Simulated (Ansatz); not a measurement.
Planning a GW calculation on BaTiO3 (Pm-3m).

```yaml
crystal:
  lattice:
    - [4.00600, 0.00000, 0.00000]
    - [0.00000, 4.00600, 0.00000]
    - [0.00000, 0.00000, 4.00600]
  atoms:
    - { symbol: Ba, position: [0.50000, 0.50000, 0.50000] }
    - { symbol: Ti, position: [0.00000, 0.00000, 0.00000] }
    - { symbol: O, position: [0.50000, 0.00000, 0.00000] }
    - { symbol: O, position: [0.00000, 0.50000, 0.00000] }
    - { symbol: O, position: [0.00000, 0.00000, 0.50000] }
```

The cell and positions come from the Crystallography Open Database and are kept as given unless a step says otherwise. Spin-orbit coupling is left out unless a run names it.

Runs so far (Ansatz 0.2.0, start PBE, PAW set soft_1 files, 4×4×4 mesh). Times are wall times on 1 × NVIDIA H100 80GB HBM3 (shared by 6 runs) with 2 threads of AMD EPYC 7R13 (Zen 3), shared host, good to a factor of about two.

```csv
bands summed,cutoff (eV),gap on the mesh (eV),time
71,50,3.380,6.7 s
165,100,3.153,11 s
288,150,3.155,12 s
496,220,3.194,24 s
```

**Question.** What should the next rung give, with 778 bands and screening to 300 eV, and where is the limit?

The error falls about as one over the bands when the cutoff rises with them. A line through the two highest rungs given predicts 3.214 eV; the run gave 3.219 eV, close to it. The two highest rungs put the limit near 3.261 eV, the pair below near 3.249 eV; their difference is a rough measure of what is unsettled in bands and cutoff; the mesh is a separate error.

Gaps are over the mesh's points; an edge off the mesh would be missed. Limits: not at the basis limit; no spin-orbit coupling; coarse k mesh.

[Paths, hosts, dates, memory and timing lines, banners, echoed tables and standing remarks are left out of the program output.]

[Logs are printed without paths, hosts, clocks, repeated set-up lines and the standing remarks that a program may print on its own settings, such as how far it seeks lower states.]

[Runs of the session that timed out or met a known fault of the program may be left out.]

[Cells called generated may have been cut or substituted from an entry of the Crystallography Open Database or the Materials Project.]

[Hosts, paths, dates, database ids (printed as entryN), source tags and the programs' standing remarks are cut or masked in the printed files.]
